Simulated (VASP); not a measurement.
Set up this calculation in VASP 6.6.1, as the native input.

| Property | Result |
| --- | --- |
| Task | single point |
| Functional | PBEsol |
| Potentials or basis | VASP PAW PBE potentials, release 64 (Sn_d) |
| Cutoff | 520 eV |
| k mesh | 6 × 6 × 2 |
| Occupations | gaussian, width 0.1 eV |
| Spin | no spin polarisation |
| Dipole correction | no |
| Further INCAR settings | ALGO = Fast; EDIFF = 1e-07; NBANDS = 36 |

The structure of Sn lies in POSCAR:

```
Sn
1.0
    3.7871474704      0.0000000000      0.0000000000
   -1.8935737352      3.2797659173      0.0000000000
    0.0000000000      0.0000000000     12.2142980722
Sn
4
Direct
    0.0000000000      0.0000000000      0.0000000000
    0.0000000000      0.0000000000      0.5000000000
    0.3333333333      0.6666666667      0.7500000000
    0.6666666667      0.3333333333      0.2500000000
```

The cell was built by a generator and needn't be a form met in nature.

One way to write it, as run:

INCAR

```
PREC = Accurate ; ENCUT = 520
EDIFF = 1E-7 ; ISMEAR = 0
SIGMA = 0.1 ; LREAL = F
LASPH = T ; NELM = 100
ALGO = Fast ; ISIF = 2
LWAVE = F ; LCHARG = F
GGA = PS ; NBANDS = 36
```

KPOINTS

```
regular mesh
0
Gamma
  6 6 2
```

Potentials or basis: VASP PAW PBE potentials, release 64 (Sn_d).

Run with:

```bash
$ cat potpaw_PBE.64/Sn_d/POTCAR > POTCAR
$ mpirun -np 1 vasp_std > vasp.out
```

It gave:

```
Pressure               : -8.6 GPa
Band gap on the k mesh : none (metal or under the smearing width)
```

Caveat: the PAW data sets were made with another functional, which shifts forces and pressure a little.

Wall time 94 s on 1 thread of Intel(R) Xeon(R) Platinum 8559C (Emerald Rapids), with other jobs on the host, peak memory 0.27 GiB.
